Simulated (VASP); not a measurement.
Wanted: the native input for a VASP 6.6.1 run.

| Item | Value |
| --- | --- |
| Task | single point |
| Functional | r2SCAN |
| Potentials or basis | VASP PAW PBE potentials, release 64 (Br) |
| Cutoff | 520 eV |
| k mesh | 5 × 5 × 5 |
| Occupations | fermi-dirac, width 0.5 eV |
| Spin | no spin polarisation |
| Dipole correction | no |
| Further INCAR settings | ALGO = Normal; EDIFF = 1e-06; NBANDS = 18 |

The system is Br.

```
Br
1.0
     4.59760    0.00000    0.00000
     0.00000    4.59760    0.00000
     0.00000    0.00000    4.59760
Br
3
Direct
  0.50000 0.00000 0.00000
  0.00000 0.50000 0.00000
  0.00000 0.00000 0.50000
```

These files were run (other wordings do the same):

POSCAR

```
Br
1.0
    4.5976000000      0.0000000000      0.0000000000
    0.0000000000      4.5976000000      0.0000000000
    0.0000000000      0.0000000000      4.5976000000
Br
3
Direct
    0.5000000000      0.0000000000      0.0000000000
    0.0000000000      0.5000000000      0.0000000000
    0.0000000000      0.0000000000      0.5000000000
```

INCAR.step1

```
SYSTEM = Br
PREC = Accurate
ENCUT = 520
ISMEAR = -1
SIGMA = 0.5
LREAL = .FALSE.
LASPH = .TRUE.
NELM = 100
NBANDS = 18
GGA = PE
ALGO = Normal
EDIFF = 1E-4
LWAVE = .TRUE.
LCHARG = .FALSE.
```

INCAR.step2

```
SYSTEM = Br
PREC = Accurate
ENCUT = 520
EDIFF = 1E-6
ISMEAR = -1
SIGMA = 0.5
LREAL = .FALSE.
LASPH = .TRUE.
NELM = 100
ALGO = Normal
ISIF = 2
LWAVE = .FALSE.
LCHARG = .FALSE.
METAGGA = R2SCAN
LMIXTAU = .TRUE.
NBANDS = 18
ISTART = 1
```

KPOINTS

```
Automatic mesh
0
G
  5 5 5
  0 0 0
```

Potentials or basis: VASP PAW PBE potentials, release 64 (Br).

Launch:

```sh
$ cat potpaw_PBE.64/Br/POTCAR > POTCAR
$ cp INCAR.step1 INCAR
$ mpirun -np 1 vasp_std > vasp.out
$ cp INCAR.step2 INCAR
$ mpirun -np 1 vasp_std > vasp.out
```

Results of the run:

```json
{
 "Pressure": "1.5 GPa",
 "Band gap on the k mesh": "none (metal or under the smearing width)"
}
```

Caveat: the PAW data sets were made with another functional, which shifts forces and pressure a little; an odd number of electrons without spin polarisation forces a metal; a magnetic or distorted state may lie lower.

Run time: 47 s on 1 thread of Intel(R) Xeon(R) Platinum 8488C (Sapphire Rapids), on a shared host, peak memory 0.2 GiB.
